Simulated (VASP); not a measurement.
# CoPtO2 (R-3m) in VASP: notebook

Runs on CoPtO2. Level: PBE. Tasks: single point.

All numbers are computed with VASP 6.6.1; they aren't measurements. Logs are shortened: lines on timing, memory, paths and dates and some standing lists are left out, and cuts for length are marked.

### Step 1. The structure

It takes space group R-3m (No. 166, trigonal). The conventional cell has a = 2.825 Å, b = 2.825 Å, c = 17.818 Å, α = 90.00°, β = 90.00°, γ = 120.00°. Pt (site symmetry -3m) is surrounded by 2 O at 2.00 Å. Co (site symmetry -3m) is surrounded by 6 O at 1.90 Å. O (site symmetry 3m) has 3 Co at 1.90 Å and 1 Pt at 2.00 Å as nearest neighbours.

The cell is a database's computed one.

### Step 2. Single point, PBE, collinear spin, ferromagnetic start

File INCAR:

```
  PREC = Accurate
  ENCUT = 520
  EDIFF = 1E-6
  ISMEAR = 0
  SIGMA = 0.012
  LREAL = F
  LASPH = T
  NELM = 150
  ALGO = Normal
  ISIF = 2
  LWAVE = F
  LCHARG = F
  ISPIN = 2
  MAGMOM = 0 2 0 0
  LORBIT = 11
  LMAXMIX = 4
  GGA = PE
  NBANDS = 28
```

File KPOINTS:

```
regular mesh
0
Gamma
  11 11 11
```

File POSCAR:

```
CoPtO2
1.0
    1.4122699173      0.8153744169      5.9393891094
   -1.4122699173      0.8153744169      5.9393891094
    0.0000000000     -1.6307488338      5.9393891094
Pt Co O
1 1 2
Direct
    0.0000000000      0.0000000000      0.0000000000
    0.5000000000      0.5000000000      0.5000000000
    0.1122440300      0.1122440300      0.1122440300
    0.8877559700      0.8877559700      0.8877559700
```

Potentials or basis: VASP PAW PBE potentials, release 64 (Pt, Co, O).

Launch:

```bash
cat potpaw_PBE.64/Pt/POTCAR potpaw_PBE.64/Co/POTCAR potpaw_PBE.64/O/POTCAR > POTCAR
mpirun -np 1 vasp_std > vasp.out
```

OUTCAR:

```text
PREC = Accurate
   ENCUT = 520
   EDIFF = 1E-6
   ISMEAR = 0
   LREAL = F
   LASPH = T
   NELM = 150
   ISIF = 2
   ISPIN = 2
   LORBIT = 11
   GGA = PE

 ion  position               nearest neighbor table
   1  0.000  0.000  0.000-   3 2.00   4 2.00
   2  0.500  0.500  0.500-   3 1.90   4 1.90   3 1.90   3 1.90   4 1.90   4 1.90
   3  0.112  0.112  0.112-   2 1.90   2 1.90   2 1.90   1 2.00
   4  0.888  0.888  0.888-   2 1.90   2 1.90   2 1.90   1 2.00

  LATTYP: Found a trigonal (rhomboedric) cell.
 ALAT       =     6.1591951383
 COS(alpha) =     0.8948480128

  Lattice vectors:

 A1 = (   1.4122699173,   0.8153744169,   5.9393891094)
 A2 = (  -1.4122699173,   0.8153744169,   5.9393891094)
 A3 = (   0.0000000000,  -1.6307488338,   5.9393891094)

Analysis of symmetry for initial positions (statically):
=====================================================================
 Subroutine PRICEL returns:
 Original cell was already a primitive cell.

 Routine SETGRP: Setting up the symmetry group for a
 trigonal (rhombohedral) supercell.

 Subroutine GETGRP returns: Found 12 space group operations
 (whereof 12 operations were pure point group operations)
 out of a pool of 12 trial point group operations.

The static configuration has the point symmetry D_3d.

Analysis of symmetry for dynamics (positions and initial velocities):
=====================================================================
 Subroutine PRICEL returns:
 Original cell was already a primitive cell.

 Routine SETGRP: Setting up the symmetry group for a
 trigonal (rhombohedral) supercell.

 Subroutine GETGRP returns: Found 12 space group operations
 (whereof 12 operations were pure point group operations)
 out of a pool of 12 trial point group operations.

The dynamic configuration has the point symmetry D_3d.

Analysis of structural, dynamic, and magnetic symmetry:
=====================================================================
 Subroutine PRICEL returns:
 Original cell was already a primitive cell.

 Routine SETGRP: Setting up the symmetry group for a
 trigonal (rhombohedral) supercell.

 Subroutine GETGRP returns: Found 12 space group operations
 (whereof 12 operations were pure point group operations)
 out of a pool of 12 trial point group operations.

The overall configuration has the point symmetry D_3d.

 Subroutine INISYM returns: Found 12 space group operations
 (whereof 12 operations are pure point group operations),
 and found     1 'primitive' translations

----------------------------------------------------------------------------------------
[... 130 lines left out ...]
  energy-cutoff  :      520.00
  volume of cell :       41.04
 maximum number of plane-waves:      1120
 NGX is ok and might be reduce to    48
   NGX = 23   NGY = 23   NGZ = 23

 number of electron      30.9999999 magnetization      -0.0225746

 number of electron      30.9999999 magnetization       0.0039848

 Free energy of the ion-electron system (eV)
  ---------------------------------------------------
  ext. energy  EPLUGINS =         0.00000000
  ---------------------------------------------------
  free energy    TOTEN  =       -26.45370207 eV

  energy without entropy =      -26.45357788  energy(sigma->0) =      -26.45363998

 E-fermi :   8.7561     XC(G=0): -12.6850

 val. band max:        8.7468423786   @ k =  -0.3636  -0.3636   0.0909
 cond. band min:       8.8500297639   @ k =   0.4545   0.4545   0.0000
 fundamental gap:      0.1031873852
 Fermi energy:         8.7561151697

 spin component 1

 k-point     1 :       0.0000    0.0000    0.0000
  band No.  band energies     occupation
      1     -12.8972      1.00000
      2     -10.9942      1.00000
      3      -0.9429      1.00000
      4       1.7226      1.00000
      5       2.1877      1.00000
      6       2.1877      1.00000
[... 709 lines left out ...]
     26      26.4477      0.00000
     27      26.8596      0.00000

 [... further k-points ...]

 spin component 2

 k-point     1 :       0.0000    0.0000    0.0000
  band No.  band energies     occupation
      1     -12.8973      1.00000
      2     -10.9943      1.00000
      3      -0.9428      1.00000
      4       1.7242      1.00000
      5       2.1876      1.00000
      6       2.1876      1.00000
[... 709 lines left out ...]
     26      26.4480      0.00000
     27      26.8598      0.00000

 [... further k-points ...]

 [bands above 27 left out]

------------------------ aborting loop because EDIFF is reached ----------------------------------------

  FORCE on cell =-STRESS in cart. coord.  units (eV):
  Direction    XX          YY          ZZ          XY          YZ          ZX
  --------------------------------------------------------------------------------------
  -------------------------------------------------------------------------------------
  Total        1.6194457      1.6194457      1.3439284     -0.0000000     -0.0000000      0.0000000
  in kB       63.2279564     63.2279564     52.4709472     -0.0000000     -0.0000000      0.0000000
  external PRESSURE =      59.6422867 kB  Pullay stress =       0.0000000 kB

 VOLUME and BASIS-vectors are now :
 -----------------------------------------------------------------------------
  energy-cutoff  :      520.00
  volume of cell :       41.04
      direct lattice vectors                 reciprocal lattice vectors
     1.412269917  0.815374417  5.939389109     0.354039971  0.204405072  0.056122495
    -1.412269917  0.815374417  5.939389109    -0.354039971  0.204405072  0.056122495
     0.000000000 -1.630748834  5.939389109     0.000000000 -0.408810145  0.056122495

 POSITION                                       TOTAL-FORCE (eV/Angst)
 -----------------------------------------------------------------------------------
      0.00000      0.00000      0.00000         0.000000      0.000000     -0.000000
      0.00000      0.00000      8.90908         0.000000      0.000000     -0.000000
      0.00000      0.00000      1.99998         0.000000     -0.000000     -0.121502
      0.00000      0.00000     15.81818         0.000000      0.000000      0.121502
 -----------------------------------------------------------------------------------
    total drift:                                0.000000      0.000000     -0.000000

  FREE ENERGIE OF THE ION-ELECTRON SYSTEM (eV)
  ---------------------------------------------------
  free  energy   TOTEN  =       -26.4537020725 eV

  energy  without entropy=      -26.4535778804  energy(sigma->0) =      -26.45363998

 total charge

# of ion       s       p       d       tot
------------------------------------------
    1        0.650   0.571   8.014   9.236
    2        0.432   0.668   7.362   8.462
    3        1.557   3.459   0.000   5.015
    4        1.557   3.459   0.000   5.015
--------------------------------------------------
tot          4.196   8.157  15.376  27.728

 magnetization (x)

# of ion       s       p       d       tot
------------------------------------------
    1       -0.000  -0.000   0.004   0.004
    2       -0.000  -0.000  -0.000  -0.000
    3       -0.000  -0.000   0.000  -0.000
    4       -0.000  -0.000   0.000  -0.000
--------------------------------------------------
tot         -0.000  -0.000   0.004   0.004
```

Run time: 8.2 min. Hardware: 1 thread of Intel Xeon 6975P-C (Granite Rapids), shared host; peak memory 0.6 GiB.

Results:

```
Free energy                                           : -26.4537 eV
Pressure                                              : 6.0 GPa
Largest force                                         : 0.122 eV/Å
Band gap on the k mesh                                : none (metal or under the smearing width)
Net moment                                            : 0.00 μB per cell
Valence electrons inside the program's atomic spheres : Pt 9.24; Co 8.46; O 5.01
```

Forces on the atoms (eV/Å):
```
Pt   0.000  0.000  0.000
Co   0.000  0.000  0.000
O    0.000  0.000 -0.122
O    0.000  0.000  0.122
```

Levels at points of the mesh, in eV from the Fermi level:
Spin up:
```
           k point  band 13  band 14  band 15  band 16  band 17  band 18  band 19  band 20
(0.00, 0.00, 0.00)    -1.99    -1.63    -1.63    -1.58     1.82     1.82     2.75     5.53
```
Spin down:
```csv
k point,band 13,band 14,band 15,band 16,band 17,band 18,band 19,band 20
"(0.00, 0.00, 0.00)",-1.99,-1.63,-1.63,-1.58,1.82,1.82,2.75,5.53
```

Caveat: the starting moments collapsed, and a magnetic state may lie lower; semilocal functionals often make such compounds metallic where correlation or magnetic order opens a gap, which also shifts bond lengths. With open d or f shells a metallic result of PBE can be an artefact of self-interaction; +U or a hybrid may open a gap.

### Step 3. Single point, PBE, collinear spin, ferromagnetic start

File INCAR:

```
SYSTEM = CoPtO2
ALGO = Normal ; EDIFF = 1E-7
ENCUT = 520 ; GGA = PE
ISIF = 2 ; ISMEAR = 0
ISPIN = 2 ; LASPH = .True.
LCHARG = .False. ; LMAXMIX = 4
LORBIT = 11 ; LREAL = .False.
LWAVE = .False. ; MAGMOM = 0 2 0 0
NELM = 100 ; PREC = Accurate
SIGMA = 0.011
```

File KPOINTS:

```
k-points
0
Gamma
  11 11 11
  0 0 0
```

POSCAR is that of step 2.

Potentials or basis: VASP PAW PBE potentials, release 64 (Pt, Co, O).

Launch:

```bash
cat potpaw_PBE.64/Pt/POTCAR potpaw_PBE.64/Co/POTCAR potpaw_PBE.64/O/POTCAR > POTCAR
mpirun -np 1 vasp_std > vasp.out
```

It took 9.9 min on 1 thread of Intel Xeon Platinum 8488C (Sapphire Rapids), shared host; peak memory 0.55 GiB.

Results (log left out):

| Property | Result |
| --- | --- |
| Free energy | -26.4537 eV |
| Pressure | 6.0 GPa |
| Largest force | 0.121 eV/Å |
| Band gap on the k mesh | none (metal or under the smearing width) |
| Net moment | 0.01 μB per cell |
| Valence electrons inside the program's atomic spheres | Pt 9.24; Co 8.46; O 5.01 |

Forces in eV/Å, atoms in the order of the input:
```
Pt   0.000  0.000  0.000
Co   0.000  0.000  0.000
O    0.000  0.000 -0.121
O    0.000  0.000  0.121
```

Stress tensor (GPa, compression positive):
```
6.33 0.00 0.00
0.00 6.33 0.00
0.00 0.00 5.26
```

Levels at points of the mesh, in eV from the Fermi level:
Spin up:
```tsv
k point	band 13	band 14	band 15	band 16	band 17	band 18	band 19	band 20
(0.00, 0.00, 0.00)	-1.99	-1.63	-1.63	-1.58	1.82	1.82	2.75	5.53
```
Spin down:
```tsv
k point	band 14	band 15	band 16	band 17	band 18	band 19
(0.00, 0.00, 0.00)	-1.63	-1.63	-1.58	1.82	1.82	2.75
```

Caveat: the starting moments collapsed, and a magnetic state may lie lower; semilocal functionals often make such compounds metallic where correlation or magnetic order opens a gap, which also shifts bond lengths. With open d or f shells a metallic result of PBE can be an artefact of self-interaction; +U or a hybrid may open a gap.
